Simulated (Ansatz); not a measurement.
**Band gap (eV)**

Cell A: GeO2 (rutile, P4₂/mnm), 6 atoms in the cell, k-point mesh 12×8×8 on the run's own vectors. Conventional cell: a = b = 4.487 Å, c = 2.905 Å, α = β = γ = 90.00°.

Cell B: GeO2 (quartz type, P3₁21), 9 atoms in the cell, k-point mesh 12×12×6 on the run's own vectors. Conventional cell: a = b = 5.0905 Å, c = 5.7686 Å, α = β = 90.00°, γ = 120.00°.

Plane-wave PAW calculations with Ansatz (a first-principles code), its default PAW set, cutoff 420 eV, 500 eV for r2SCAN. The structures are at rest with PBE; other levels are single points on them. HSE06 runs on coarser k-point meshes, which give the PBE gaps of the finer ones within 0.03 eV. Neutral cells; Fermi-Dirac smearing of at most 0.05 eV in the solids, energies taken to zero width. The lattices are those relaxed with PBE, so at other levels the solids can be strained, which adds to the spread. The structures are the rest points that the relaxations reached, not proven lowest. Spin-orbit coupling is left out. A dispersion term ran beside these levels; it doesn't touch the electrons. Gaps are highest filled to lowest empty Kohn-Sham level on the run's k-point mesh, states of defects and surfaces included; edges off the mesh make the true gap smaller, and under 0.08 eV counts as none.

```tsv
system	PBE	r2SCAN	HSE06
A	1.23 (direct)	1.90 (direct)	(withheld)
B	3.22 (indirect)	3.84 (indirect)	5.08
```

Question: Fill in the missing entries.

Answer: 
- A, HSE06: 3.10
